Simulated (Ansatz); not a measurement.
Take a crystal in which Ba has been replaced by Ca on all its sites, with the cell rescaled by a rough guess (in some cases also distorted within its space group) and nothing relaxed:

```xyz
2
Lattice="6.2427 0.0000 0.0000 -3.1213 5.4063 0.0000 0.0000 0.0000 3.5407" Properties=species:S:1:pos:R:3 pbc="T T T"
Ca    0.0000    3.6042    1.7703
Ca    3.1213    1.8021    1.7703
```

These are results of DFT r2SCAN, scalar-relativistic, plane waves, PAW (Ansatz 0.2.0), not measurements.

Plane waves to 500 eV, a k mesh through Γ of 9×9×12 on the computed 2-atom cell and Gaussian smearing (0.10 eV); no spin polarisation.

Question: What pressure does the cell carry?

Answer: The pressure is 0.8 GPa (positive in compression), so the cell would expand.

Question: Is it a metal on this mesh?

Answer: Yes, a band crosses the Fermi level.

This form isn't the element's structure at ambient conditions.